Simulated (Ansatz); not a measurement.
AgCl (rocksalt), relaxed with r2SCAN in the plane-wave code Ansatz. The symmetry is Fm-3m (No. 225, cubic); a = 5.546 Å in the conventional setting, 21.33 Å³ an atom. Around Ag lie 6 Cl at 2.77 Å; around Cl lie 6 Ag at 2.77 Å.

The axes x, y and z are those of this cell:
```yaml
crystal:
  lattice:
    - [0.00000, 2.77318, 2.77318]
    - [2.77318, 0.00000, 2.77318]
    - [2.77318, 2.77318, 0.00000]
  atoms:
    - { symbol: Ag, position: [0.00000, 0.00000, 0.00000] }
    - { symbol: Cl, position: [0.50000, 0.50000, 0.50000] }
```

Unstrained: PBE gives an indirect gap of 0.912 eV, from L to Γ; the least direct gap is 3.005 eV at Γ–K (0.10 of the way from Γ). r2SCAN gives an indirect gap of 1.475 eV, from L to Γ; the least direct gap is 3.590 eV at Γ–K (0.10 of the way from Γ). The HSE06 gap is indirect, 2.411 eV (L to Γ), below the direct gap of 4.544 eV at Γ–K (0.10 of the way from Γ). Meshes: PBE 8×8×8, r2SCAN 8×8×8, HSE06 6×6×6. Strains are changes of length per length. After each strain the atoms were relaxed again with r2SCAN within the symmetry that the strain leaves, so tilts or polar shifts that break it weren't tested; points keep the names that they have in the unstrained zone. The values are computed, spin-unpolarised, and not measurements.

(1) Apply uniaxial +0.5 % along z, other directions held. How far does the gap move, against the unstrained cell?

(2) Apply isotropic -0.5 % on every length. How far does the gap move, against the unstrained cell?

(3) Estimate what uniaxial -4.0 % along x, other directions held does to the gap.

(4) One strain changed the r2SCAN stress by xx +5.38, yy +5.38, zz +0.04 GPa (compression positive) and the gap by -0.326 eV (PBE), -0.341 eV (r2SCAN), -0.387 eV (HSE06). Which kind of strain was it, and roughly how large?

(5) Estimate what epitaxial -1.0 % in the xy plane, free normal strain +1.13 % does to the gap.

Results:

(1) PBE: the gap goes from 0.912 to 0.897 eV (-0.015 eV). r2SCAN: the gap goes from 1.475 to 1.459 eV (-0.016 eV). HSE06: the gap goes from 2.411 to 2.396 eV (-0.015 eV). The r2SCAN energy rises by 0.1 meV an atom.

(2) PBE: the gap goes from 0.912 to 0.908 eV (-0.004 eV). r2SCAN: the gap goes from 1.475 to 1.475 eV (0.000 eV). HSE06: the gap goes from 2.411 to 2.405 eV (-0.006 eV). The r2SCAN energy rises by 0.7 meV an atom.

(3) PBE: the gap goes from 0.912 to 0.789 eV (-0.123 eV). r2SCAN: the gap goes from 1.475 to 1.354 eV (-0.121 eV). HSE06: the gap goes from 2.411 to 2.263 eV (-0.148 eV). The r2SCAN energy rises by 8.7 meV an atom.

(4) Epitaxial -5.0 % in the xy plane, free normal strain +6.53 %. The pattern of the stress gives the kind; the size needs the stiffness, so it is an estimate.

(5) PBE: the gap goes from 0.912 to 0.844 eV (-0.068 eV). r2SCAN: the gap goes from 1.475 to 1.406 eV (-0.069 eV). HSE06: the gap goes from 2.411 to 2.333 eV (-0.078 eV). The r2SCAN energy rises by 0.9 meV an atom.

The runs are scalar-relativistic, without spin-orbit coupling.

The meshes of the hybrids are coarse, so their gaps aren't converged to the digits shown.
